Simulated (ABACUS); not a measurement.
# MgB2 (P6/mmm) in ABACUS: equation of state

How stiff is MgB2 in PBE, and what volume does it want? The cell is scaled to several volumes.

All numbers are computed with ABACUS 3.10.1; they aren't measurements. Logs are shortened: lines on timing, memory, paths and dates and some standing lists are left out, and cuts for length are marked.

### Step 1. The structure

Symmetry: P6/mmm, No. 191, hexagonal system. The conventional cell has a = 3.085 Å, b = 3.085 Å, c = 3.523 Å, α = 90.00°, β = 90.00°, γ = 120.00°. Around Mg (site symmetry 6/mmm) lie 12 B at 2.51 Å. Around B (site symmetry -6m2) lie 3 B at 1.78 Å.

### Step 2. Equation of state, PBE, 9.10 Å³/atom (volume scaled by 0.94)

INPUT

```
INPUT_PARAMETERS
suffix              MgB2
calculation         scf
basis_type          pw
pseudo_dir          ./
symmetry            1
dft_functional      pbe
ecutwfc             84
pseudo_rcut         10
nspin               1
nbands              12
ks_solver           dav
smearing_method     fd
smearing_sigma      0.00367493
scf_thr             1e-08
scf_nmax            100
mixing_type         broyden
mixing_beta         0.7
cal_force           1
cal_stress          1
kpar                4
```

STRU

```
ATOMIC_SPECIES
Mg 24.3050 Mg.upf
B 10.8100 B.upf

LATTICE_CONSTANT
1.8897261246

LATTICE_VECTORS
3.0220231454 0.0000000000 0.0000000000
-1.5110115727 2.6171488148 0.0000000000
0.0000000000 0.0000000000 3.4510818610

ATOMIC_POSITIONS
Direct

Mg
0.0
1
0.0000000000 0.0000000000 0.0000000000 1 1 1

B
0.0
2
0.6666666667 0.3333333333 0.5000000000 1 1 1
0.3333333333 0.6666666667 0.5000000000 1 1 1
```

KPT

```
K_POINTS
0
Gamma
10 10 8 0 0 0
```

Potentials or basis: PseudoDojo NC SR 0.4.1 PBE standard, plane waves.

On the command line:

```
$ OMP_NUM_THREADS=1 mpirun -np 4 abacus > log
```

running log:

```text
ABACUS v3.10.1

               Atomic-orbital Based Ab-initio Computation at UStc

 ------------------------------------------------------------------------------------

 READING GENERAL INFORMATION
                           global_out_dir = OUT.MgB2/
                           global_in_card = INPUT
                               pseudo_dir = ./
                              orbital_dir =
                                    DSIZE = 4
                                    GSIZE = 1
[... 5 lines left out ...]

 READING ATOM TYPE 1
                               atom label = Mg
                      L=0, number of zeta = 1
                      L=1, number of zeta = 1
                      L=2, number of zeta = 1
             number of atom for this type = 1

 READING ATOM TYPE 2
                               atom label = B
                      L=0, number of zeta = 1
                      L=1, number of zeta = 1
                      L=2, number of zeta = 1
             number of atom for this type = 2

                        TOTAL ATOM NUMBER = 3
DIRECT COORDINATES
    atom                   x                   y                   z     mag                  vx                  vy                  vz
taud_Mg1            0.0000000000        0.0000000000        0.0000000000  0.0000        0.0000000000        0.0000000000        0.0000000000
taud_B1            0.6666666667        0.3333333333        0.5000000000  0.0000        0.0000000000        0.0000000000        0.0000000000
taud_B2            0.3333333333        0.6666666667        0.5000000000  0.0000        0.0000000000        0.0000000000        0.0000000000

                          Volume (Bohr^3) = 184.195
                             Volume (A^3) = 27.2949

 Lattice vectors: (Cartesian coordinate: in unit of a_0)
             +3.02202                  +0                  +0
             -1.51101            +2.61715                  +0
                   +0                  +0            +3.45108
 Reciprocal vectors: (Cartesian coordinate: in unit of 2 pi/a_0)
            +0.330904           +0.191048                  -0
                   -0           +0.382095                  -0
                   +0                  -0           +0.289764
 The esolver type has been set to : ksdft_pw

                PAO radial cut off (Bohr) = 10

 Read in pseudopotential file is Mg.upf
                     pseudopotential type = NC
          exchange-correlation functional = PBE
                 nonlocal core correction = 0
                        valence electrons = 10
                                     lmax = 1
                           number of zeta = 3
                     number of projectors = 4
                           L of projector = 0
                           L of projector = 0
                           L of projector = 1
                           L of projector = 1
                PAO radial cut off (Bohr) = 10

 Read in pseudopotential file is B.upf
                     pseudopotential type = NC
          exchange-correlation functional = PBE
                 nonlocal core correction = 1
                        valence electrons = 3
                                     lmax = 1
                           number of zeta = 2
                     number of projectors = 4
                           L of projector = 0
                           L of projector = 0
                           L of projector = 1
                           L of projector = 1
     initial pseudo atomic orbital number = 13

 SETUP THE ELECTRONS NUMBER
            electron number of element Mg = 10
      total electron number of element Mg = 10
             electron number of element B = 3
       total electron number of element B = 6
            AUTOSET number of electrons:  = 16
                           occupied bands = 8
                                   NBANDS = 12
                                   NLOCAL = 27

%%%%%%%%%%%%%%%%%%%%%%%%%%%%%%%%%%%%%%%%%%%%%%%%%%%%%%%%%%%%%%%%%%%%%%%%%%%%%%%%%%%%%%%%%%%%%%%%%%%%%%%%%%
 Warning: the number of valence electrons in pseudopotential > 2 for Mg: [Ne] 3s2
 Pseudopotentials with additional electrons can yield (more) accurate outcomes, but may be less efficient.
 If you're confident that your chosen pseudopotential is appropriate, you can safely ignore this warning.
%%%%%%%%%%%%%%%%%%%%%%%%%%%%%%%%%%%%%%%%%%%%%%%%%%%%%%%%%%%%%%%%%%%%%%%%%%%%%%%%%%%%%%%%%%%%%%%%%%%%%%%%%%

 SETUP THE PLANE WAVE BASIS
 energy cutoff for charge/potential (unit:Ry) = 336
            fft grid for charge/potential = [ 36, 36, 40 ]
                        fft grid division = [ 1, 1, 1 ]
        big fft grid for charge/potential = [ 36, 36, 40 ]
                                     nbxx = 51840
                                     nrxx = 51840

 SETUP PLANE WAVES FOR CHARGE/POTENTIAL
                    number of plane waves = 19083
                         number of sticks = 757

 PARALLEL PW FOR CHARGE/POTENTIAL
     PROC   COLUMNS(POT)             PW
        1            757          19083
 --------------- sum -------------------
        1            757          19083
                            number of |g| = 942
                                  max |g| = 30.3673
                                  min |g| = 0

----------- Double Check Mixing Parameters Begin ------------
mixing_type: broyden
mixing_beta: 0.7
mixing_gg0: 1
mixing_gg0_min: 0.1
mixing_ndim: 8
----------- Double Check Mixing Parameters End ------------

 LATTICE VECTORS: (CARTESIAN COORDINATE: IN UNIT OF A0)
             +3.02202                  +0                  +0
             -1.51101            +2.61715                  +0
                   +0                  +0            +3.45108
                       right hand lattice = 1
                                   NORM_A = 3.02202
                                   NORM_B = 3.02202
                                   NORM_C = 3.45108
                           ALPHA (DEGREE) = 90
                           BETA  (DEGREE) = 90
                           GAMMA (DEGREE) = 120

 The lattice vectors have been changed (STRU_SIMPLE.cif)

(for optimal symmetric configuration:)
                             BRAVAIS TYPE = 4
                     BRAVAIS LATTICE NAME = 04. Hexagonal cell
                                    ibrav = 4
                                    IBRAV = 4
                                  BRAVAIS = HEXAGONAL CELL
                       LATTICE CONSTANT A = 3.02202
                                C/A RATIO = 1.14198
Original cell was already a primitive cell.
                        ROTATION MATRICES = 24
              PURE POINT GROUP OPERATIONS = 24
                   SPACE GROUP OPERATIONS = 24
                                       C2 = 7
                                       C3 = 2
                                       C4 = 0
                                       C6 = 2
                                       S1 = 7
                                       S3 = 2
                                       S4 = 0
                                       S6 = 2
                              POINT GROUP = D_6h
                                       C2 = 7
                                       C3 = 2
                                       C4 = 0
                                       C6 = 2
                                       S1 = 7
                                       S3 = 2
                                       S4 = 0
                                       S6 = 2
               POINT GROUP IN SPACE GROUP = D_6h

 SETUP K-POINTS
                                    nspin = 1
                   Input type of k points = Monkhorst-Pack(Gamma)
                                   nkstot = 800
                       right hand lattice = 1
(for reciprocal lattice: )
                             BRAVAIS TYPE = 4
                     BRAVAIS LATTICE NAME = 04. Hexagonal cell
                                    ibrav = 4
                       right hand lattice = 1
(for k-lattice: )
                             BRAVAIS TYPE = 4
                     BRAVAIS LATTICE NAME = 04. Hexagonal cell
                                    ibrav = 4
                       right hand lattice = 1
                        ROTATION MATRICES = 24
                               nkstot_ibz = 70
K-POINTS REDUCTION ACCORDING TO SYMMETRY
     IBZ    DIRECT_X    DIRECT_Y    DIRECT_Z  WEIGHT  ibz2bz
       1  0.00000000  0.00000000  0.00000000  0.0013       0
       2 -0.10000000  0.10000000  0.00000000  0.0075       1
       3 -0.20000000  0.20000000  0.00000000  0.0075       2
       4 -0.30000000  0.30000000  0.00000000  0.0075       3
       5 -0.40000000  0.40000000  0.00000000  0.0075       4
       6  0.50000000  0.50000000  0.00000000  0.0037       5
[... 22 lines left out ...]
      29  0.00000000  0.00000000  0.25000000  0.0025     200
      30 -0.10000000  0.10000000  0.25000000  0.0150     201
[... 40 further k points ...]

                               nkstot now = 70
[... K-POINTS DIRECT COORDINATES: 70 rows ...]

           k-point number in this process = 18
       minimum distributed K point number = 17
[... stars of the k points ...]

[... K-POINTS CARTESIAN COORDINATES: 18 rows ...]

[... K-POINTS DIRECT COORDINATES: 18 rows ...]

 SETUP PLANE WAVES FOR WAVE FUNCTIONS
     energy cutoff for wavefunc (unit:Ry) = 84
              fft grid for wave functions = [ 36, 36, 40 ]
                    number of plane waves = 3369
                         number of sticks = 241

 PARALLEL PW FOR WAVE FUNCTIONS
     PROC   COLUMNS(POT)             PW
        1            241           3369
 --------------- sum -------------------
        1            241           3369

 SETUP NONLOCAL PSEUDOPOTENTIALS IN PLANE WAVE BASIS
 Mg non-local projectors:
 projector 1 L=0
 projector 2 L=0
 projector 3 L=1
 projector 4 L=1
 B non-local projectors:
 projector 1 L=0
 projector 2 L=0
 projector 3 L=1
 projector 4 L=1
      TOTAL NUMBER OF NONLOCAL PROJECTORS = 24

 Init Non-Local PseudoPotential table :
 Init Non-Local-Pseudopotential done.

                                     npwx = 2419

 Make real space PAO into reciprocal space.
       max mesh points in Pseudopotential = 1001
     dq(describe PAO in reciprocal space) = 0.01
                                    max q = 1104

 number of pseudo atomic orbitals for Mg is 3
WARNING: norm of atomic wavefunction # 3 of atomic type Mg is 0.9998, renormalized

 number of pseudo atomic orbitals for B is 2
WARNING: norm of atomic wavefunction # 2 of atomic type B is 0.999877, renormalized

 -------------------------------------------
 SELF-CONSISTENT
 -------------------------------------------
                                 init_chg = atomic

 PW ALGORITHM --------------- ION=   1  ELEC=   1--------------------------------

 Density error is 0.3310902872
                          Error Threshold = 0.01
----------------------------------------------------------
     Energy           Rydberg                 eV
----------------------------------------------------------
 E_KohnSham     -130.5133400898      -1775.7250902338
 E_Harris       -132.6186609657      -1804.3694502641
 E_Fermi        0.6578030366         8.9498694599
----------------------------------------------------------
[... 63 lines left out ...]
 Density error is 1.78646540217e-09
                          Error Threshold = 2.58785044634e-10
----------------------------------------------------------
     Energy           Rydberg                 eV
----------------------------------------------------------
 E_KohnSham     -130.5805168010      -1776.6390762789
 E_KS(sigma->0) -130.5802814875      -1776.6358746741
 E_Harris       -130.5802429231      -1776.6353499786
 E_band         -20.8773670645       -284.0511513149
 E_one_elec     -74.2441239975       -1010.1431293841
 E_Hartree      39.9995970098        544.2224370377
 E_xc           -20.9404892235       -284.9099723468
 E_Ewald        -75.3950299629       -1025.8020083760
 E_entropy(-TS) -0.0004706271        -0.0064032096
 E_descf        0.0000000000         0.0000000000
 E_exx          0.0000000000         0.0000000000
 E_Fermi        0.7292758610         9.9223071238
----------------------------------------------------------

 charge density convergence is achieved
 final etot is -1776.6390763 eV
 EFERMI = 9.9223071238 eV

 STATE ENERGY(eV) AND OCCUPATIONS    NSPIN == 1
 1/18 kpoint (Cartesian) = 0.0000 0.0000 0.0000 (2413 pws)
       1       -65.2320     0.00250000
       2       -32.0178     0.00250000
       3       -32.0178     0.00250000
       4       -32.0026     0.00250000
       5       -2.91527     0.00250000
       6        6.81373     0.00250000
       7        10.2801    1.95030e-06
       8        10.2801    1.95030e-06
       9        11.6993    9.19294e-19
      10        16.4617    3.96084e-60
      11        16.4617    3.96084e-60
      12        18.6237    6.58009e-79
[... 57 lines left out ...]
 6/18 kpoint (Cartesian) = 0.16545 0.28657 0.0000 (2386 pws)
       1       -65.2274     0.00750000
       2       -32.0673     0.00750000
       3       -32.0297     0.00750000
       4       -31.9951     0.00750000
       5        1.16314     0.00750000
       6        1.78905     0.00750000
       7        7.62129     0.00750000
       8        10.0757    0.000333078
       9        13.0954    2.06108e-30
      10        13.9405    9.40254e-38
      11        15.4963    2.88356e-51
      12        17.5666    3.00560e-69

[... levels at 12 further k points ...]

------------------------------------------------------------------------------------------
 TOTAL-FORCE (eV/Angstrom)
------------------------------------------------------------------------------------------
                       Mg1         0.0000000000         0.0000000000         0.0000000000
                        B1         0.0000000000         0.0000000000         0.0000000000
                        B2         0.0000000000         0.0000000000         0.0000000000
------------------------------------------------------------------------------------------

----------------------------------------------------------------
 TOTAL-STRESS (KBAR)
----------------------------------------------------------------
       106.1568985529        -0.0000000000        -0.0000000000
         0.0000000000       106.1568985481        -0.0000000000
         0.0000000000        -0.0000000000        69.5138398931
----------------------------------------------------------------
 TOTAL-PRESSURE: 93.942546 KBAR

 --------------------------------------------
 !FINAL_ETOT_IS -1776.6390762788910251 eV
 --------------------------------------------
```

Wall time 6.8 s (4 MPI ranks of Intel Xeon Platinum 8488C (Sapphire Rapids), shared host); peak memory 0.28 GiB.

What came out:

```
Free energy            : -1776.6391 eV
Pressure               : 9.4 GPa
Band gap on the k mesh : none (metal or under the smearing width)
```

(Continued in part 2 of 2.)
